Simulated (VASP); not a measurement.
# Ta (Im-3m) in VASP: settings compared, part 2 of 2

VASP 6.6.1. The steps go on from the part before.

**3. Band structure, vdW-DF2, spin-orbit coupling, no magnetisation**

INCAR reads:

```
PREC = Accurate ; ENCUT = 520
EDIFF = 1E-6 ; ISMEAR = -1
SIGMA = 0.05 ; LREAL = False
LASPH = True ; NELM = 60
ALGO = Normal ; ISIF = 2
LWAVE = False ; LCHARG = False
LNONCOLLINEAR = True ; MAGMOM = 0 0 0
LORBIT = 11 ; LSORBIT = True
GGA_COMPAT = False ; LMAXMIX = 4
GGA = ML ; LUSE_VDW = True
AGGAC = 0.0 ; ZAB_VDW = -1.8867
NBANDS = 22
```

KPOINTS reads:

```
regular mesh
0
Gamma
  8 8 8
```

POSCAR reads:

```
Ta
2.8601
   -0.577350442292      0.577350442292      0.577350442292
    0.577350442292     -0.577350442292      0.577350442292
    0.577350442292      0.577350442292     -0.577350442292
Ta
1
Direct
    0.0000000000      0.0000000000      0.0000000000
```

KPOINTS_OPT reads:

```
path GHNGPH,PN
20
line-mode
reciprocal
 0.0000000000  0.0000000000  0.0000000000  G
 0.5000000000 -0.5000000000  0.5000000000  H

 0.5000000000 -0.5000000000  0.5000000000  H
 0.0000000000  0.0000000000  0.5000000000  N

 0.0000000000  0.0000000000  0.5000000000  N
 0.0000000000  0.0000000000  0.0000000000  G

 0.0000000000  0.0000000000  0.0000000000  G
 0.2500000000  0.2500000000  0.2500000000  P

 0.2500000000  0.2500000000  0.2500000000  P
 0.5000000000 -0.5000000000  0.5000000000  H

 0.2500000000  0.2500000000  0.2500000000  P
 0.0000000000  0.0000000000  0.5000000000  N
```

Potentials or basis: VASP PAW PBE potentials, release 64 (Ta_pv).

The run is started by

```
> cat potpaw_PBE.64/Ta_pv/POTCAR > POTCAR
> mpirun -np 1 vasp_ncl > vasp.out
```

OUTCAR:

```text
PREC = Accurate
   ENCUT = 520
   EDIFF = 1E-6
   ISMEAR = -1
   LREAL = False
   LASPH = True
   NELM = 60
   ISIF = 2
   LNONCOLLINEAR = True
   LORBIT = 11
   LSORBIT = True
   GGA = ML

 ion  position               nearest neighbor table
   1  0.000  0.000  0.000-

  LATTYP: Found a body centered cubic cell.
 ALAT       =     3.3025600000

  Lattice vectors:

 A1 = (  -1.6512800000,   1.6512800000,   1.6512800000)
 A2 = (   1.6512800000,  -1.6512800000,   1.6512800000)
 A3 = (   1.6512800000,   1.6512800000,  -1.6512800000)

Analysis of symmetry for initial positions (statically):
=====================================================================
 Subroutine PRICEL returns:
 Original cell was already a primitive cell.

 Routine SETGRP: Setting up the symmetry group for a
 body centered cubic supercell.

 Subroutine GETGRP returns: Found 48 space group operations
 (whereof 48 operations were pure point group operations)
 out of a pool of 48 trial point group operations.

The static configuration has the point symmetry O_h .

Analysis of symmetry for dynamics (positions and initial velocities):
=====================================================================
 Subroutine PRICEL returns:
 Original cell was already a primitive cell.

 Routine SETGRP: Setting up the symmetry group for a
 body centered cubic supercell.

[... 164 lines left out ...]
  ext. energy  EPLUGINS =         0.00000000
  ---------------------------------------------------
  free energy    TOTEN  =        -8.65460455 eV

  energy without entropy =       -8.64764142  energy(sigma->0) =       -8.65112298

 E-fermi :   5.7179     XC(G=0): -12.3617

 val. band max:        5.6373312264   @ k =   0.2500   0.0000   0.0000
 cond. band min:       5.7466838863   @ k =  -0.2500   0.2500   0.1250
 fundamental gap:      0.1093526599
 Fermi energy:         5.7179184361

 k-point     1 :       0.0000    0.0000    0.0000
  band No.  band energies     occupation
      1     -32.7765      1.00000
      2     -32.7765      1.00000
      3     -24.7447      1.00000
      4     -24.7447      1.00000
      5     -24.7447      1.00000
      6     -24.7447      1.00000
[... 589 lines left out ...]
     21      20.2325      0.00000
     22      20.2325      0.00000

 [... further k-points ...]

------------------------ aborting loop because EDIFF is reached ----------------------------------------

 total charge

# of ion       s       p       d       tot
------------------------------------------
    1        0.000   0.000   0.000   0.000
[... 111 lines left out ...]
# of ion       s       p       d       tot
------------------------------------------
    1        0.000   0.000   0.000   0.000

 Spin-Orbit-Coupling matrix elements

 Ion:    1  E_soc:     -1.4289518
 l=   1
     0.0000000    -0.2160097    -0.2160097
    -0.2160097     0.0000000    -0.2160097
    -0.2160097    -0.2160097     0.0000000
 l=   2
     0.0000000    -0.0053854     0.0000000    -0.0053854    -0.0167635
    -0.0053854     0.0000000    -0.0125726    -0.0053854    -0.0041909
     0.0000000    -0.0125726     0.0000000    -0.0125726     0.0000000
    -0.0053854    -0.0053854    -0.0125726     0.0000000    -0.0041909
    -0.0167635    -0.0041909     0.0000000    -0.0041909     0.0000000
 l=   3
     0.0000000     0.0000000     0.0000000     0.0000000     0.0000000     0.0000000     0.0000000
     0.0000000     0.0000000     0.0000000     0.0000000     0.0000000     0.0000000     0.0000000
     0.0000000     0.0000000     0.0000000     0.0000000     0.0000000     0.0000000     0.0000000
     0.0000000     0.0000000     0.0000000     0.0000000     0.0000000     0.0000000     0.0000000
     0.0000000     0.0000000     0.0000000     0.0000000     0.0000000     0.0000000     0.0000000
     0.0000000     0.0000000     0.0000000     0.0000000     0.0000000     0.0000000     0.0000000
[... 22 lines left out ...]
# of ion       s       p       d       tot
------------------------------------------
    1        0.000  -0.000   0.000   0.000

=======================================================================
```

stdout:

```text
POSCAR found type information on POSCAR Ta
 POSCAR found :  1 types and       1 ions
 scaLAPACK will be used
 -----------------------------------------------------------------------------
|                                                                             |
|                                                                             |
|     You have switched on vdW-DFT.                                           |
|     This routine was written and supplied by Jiri Klimes. We recommend      |
[... 19 lines left out ...]
 FFT: planning ... GRIDC
 FFT: planning ... GRID_SOFT
 FFT: planning ... GRID
 WAVECAR not read
 entering main loop
 Start KPOINTS_OPT (optional k-point list driver)
k-point batch [1-29\120]
k-point batch [30-58\120]
k-point batch [59-87\120]
k-point batch [88-116\120]
k-point batch [117-120\120]
```

It took 62 s on 1 thread of AMD EPYC 9R45 (Zen 5), shared host; peak memory 0.31 GiB.

Results:

```yaml
Free_energy: -8.6546 eV
Pressure: 13.2 GPa
Valence_electrons_inside_the_program's_atomic_spheres: Ta 8.98
```

Caveat: the PAW data sets were made with another functional, which shifts forces and pressure a little.

**4. Band structure, RPBE (volume scaled by 0.8)**

run.py reads:

```python
from ase import Atoms
from ase.calculators.vasp import Vasp
from ase.dft.bandgap import bandgap

atoms = Atoms(
    ['Ta'],
    cell=[[-1.5329125618, 1.5329125618, 1.5329125618], [1.5329125618, -1.5329125618, 1.5329125618], [1.5329125618, 1.5329125618, -1.5329125618]],
    scaled_positions=[[0.0, 0.0, 0.0]],
    pbc=True,
)
calc = Vasp(
    directory='calc',
    xc='rpbe',
    pp='PBE',
    setups='gw',
    prec='Accurate',
    encut=600,
    ediff=1e-06,
    ismear=-1,
    sigma=0.05,
    lreal=False,
    lasph=True,
    nelm=80,
    algo='Fast',
    isif=2,
    lwave=False,
    lcharg=True,
    lmaxmix=4,
    kpts=[11, 11, 11],
    gamma=True,
)
atoms.calc = calc

print('energy (eV):', atoms.get_potential_energy())
print('free energy (eV):', atoms.get_potential_energy(force_consistent=True))
efermi = calc.get_fermi_level()
print('Fermi level (eV):', efermi)
path = atoms.cell.bandpath(npoints=40, eps=1e-4)
print('path:', path.path)
calc.set(kpts=path.kpts, reciprocal=True, icharg=11, isym=0, lcharg=False)
calc.calculate(atoms)
print('gap on the path (eV):', bandgap(calc, efermi=efermi)[0])
print('direct gap on the path (eV):', bandgap(calc, efermi=efermi, direct=True)[0])
```

Potentials or basis: VASP PAW PBE potentials, release 64 (Ta_sv_GW).

The run is started by

```
> python run.py
```

Run time: 16 s. Hardware: 1 thread of AMD EPYC 9R45 (Zen 5), shared host; peak memory 0.11 GiB.

Results (log left out):

```
Band gap along the path : none (metal or under the smearing width)
```

Levels at the corners of the path, in eV from the Fermi level:
| point | band 4 | band 5 | band 6 | band 7 | band 8 | band 9 |
| --- | --- | --- | --- | --- | --- | --- |
| Γ | -32.16 | -8.62 | 0.71 | 0.71 | 0.71 | 4.83 |
| H | -33.74 | -5.31 | -5.31 | 8.85 | 8.85 | 8.85 |
| N | -32.19 | -5.45 | -2.30 | 3.01 | 4.93 | 6.24 |
| Γ | -32.16 | -8.62 | 0.71 | 0.71 | 0.71 | 4.83 |
| P | -33.38 | -1.26 | -1.26 | -1.26 | 6.51 | 6.51 |
| H | -33.74 | -5.31 | -5.31 | 8.85 | 8.85 | 8.85 |
| P | -33.38 | -1.26 | -1.26 | -1.26 | 6.51 | 6.51 |
| N | -32.19 | -5.45 | -2.30 | 3.01 | 4.93 | 6.24 |

Caveat: the log is that of the step along the path at fixed density, whose energy, stress, charges and moments have no meaning; the PAW data sets were made with another functional, which shifts forces and pressure a little; spin-orbit coupling is left out, which moves the levels of the heavy elements.

**5. For comparison**

An earlier run on the cell as given: functional PBE; potentials or basis VASP PAW PBE potentials, release 64 (Ta_pv); cutoff 520 eV; k mesh 11 × 11 × 11; occupations fermi-dirac, width 0.05 eV; no spin polarisation.

- Pressure: 2.7 GPa
- Band gap on the k mesh: none (metal or under the smearing width)

**6. Overview**

```csv
task,level,potentials or basis,spin,cell,k mesh,cutoff (eV),smearing,pressure (GPa)
density of states,SCAN+D3(BJ),"VASP PAW PBE potentials, release 64 (Ta)","SOC, no magnetisation",as given,8 × 8 × 8,500,tetrahedron,-8.0
band structure,vdW-DF2,"VASP PAW PBE potentials, release 64 (Ta_pv)","SOC, no magnetisation",as given,8 × 8 × 8,520,fermi-dirac 0.05 eV,13.2
band structure,RPBE,"VASP PAW PBE potentials, release 64 (Ta_sv_GW)",off,volume scaled by 0.8,11 × 11 × 11,600,fermi-dirac 0.05 eV,-
single point,PBE,"VASP PAW PBE potentials, release 64 (Ta_pv)",off,as given,11 × 11 × 11,520,fermi-dirac 0.05 eV,2.7
```

Caveats: the PAW data sets were made with another functional, which shifts forces and pressure a little (some runs); spin-orbit coupling is left out, which moves the levels of the heavy elements (some runs).

Absolute energies hang on the potentials; compare differences alone.
